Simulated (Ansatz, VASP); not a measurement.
GaN: VASP beside Ansatz

INCAR

```
SYSTEM = GaN
PREC = Accurate
ENCUT = 520
EDIFF = 1E-7
ISMEAR = 0
SIGMA = 0.05
LREAL = .FALSE.
LASPH = .TRUE.
NELM = 100
ALGO = Normal
ISIF = 2
LWAVE = .FALSE.
LCHARG = .FALSE.
GGA = PS
NBANDS = 26
```

The input KPOINTS:

```
Automatic mesh
0
G
  12 12 6
  0 0 0
```

The input POSCAR:

```
GaN
1.0
    3.0871011326      0.0000000000      0.0000000000
   -1.5435505663      2.6735080048      0.0000000000
    0.0000000000      0.0000000000      5.2632074707
Ga N
2 2
Direct
    0.3333333333      0.6666666667      0.9991941071
    0.6666666667      0.3333333333      0.4991941071
    0.3333333333      0.6666666667      0.3758058929
    0.6666666667      0.3333333333      0.8758058929
```

Input for Ansatz:

```yaml
crystal:
  lattice:
    - [3.0871011326, 0.0, 0.0]
    - [-1.5435505663, 2.6735080048, 0.0]
    - [0.0, 0.0, 5.2632074707]
  atoms:
    - { symbol: Ga, position: [0.3333333333, 0.6666666667, 0.9991941071] }
    - { symbol: Ga, position: [0.6666666667, 0.3333333333, 0.4991941071] }
    - { symbol: "N", position: [0.3333333333, 0.6666666667, 0.3758058929] }
    - { symbol: "N", position: [0.6666666667, 0.3333333333, 0.8758058929] }
basis:
  ecutwfc: 420
kpoints:
  mp_grid: { grid: [12, 12, 6] }
hamiltonian:
  xc: pbesol
scf:
  occupations: { method: gaussian, width: 0.05 }
output:
  forces: true
  stress: true
  eigenvalues: true
```

Change from the starting cell: strain -0.030 along x and y, +0.015 along z, atoms carried along.

Alike in both runs: task single point; functional PBEsol; k mesh 12 × 12 × 6; occupations gaussian, width 0.05 eV; no spin polarisation.

|  | VASP | Ansatz |
| --- | --- | --- |
| version | VASP 6.6.1 | Ansatz 0.2.0 |
| potentials or method | VASP PAW PBE potentials, release 64 (Ga_d, N) | scalar-relativistic, plane waves, PAW |
| plane-wave cutoff (eV) | 520 | 420 |
| valence electrons in the cell | 36 | 36 |

|  | VASP | Ansatz | Ansatz less VASP |
| --- | --- | --- | --- |
| gap on the k mesh at the Fermi level (eV) | 2.02 | 2.00 | -0.019 |
| least direct gap on the mesh (eV) | 2.02 | 2.00 | -0.019 |
| pressure (GPa) | 10.0 | 10.3 | +0.28 |
| largest component of the traceless stress (GPa) | 12.81 | 12.84 | +0.028 |
| rms of the force components (eV/Å) | 0.289 | 0.296 | +0.0075 |

Atom by atom the forces differ by 0.007 eV/Å (rms over components).

Caveats: the PAW data sets were made with another functional, which shifts forces and pressure a little (VASP).
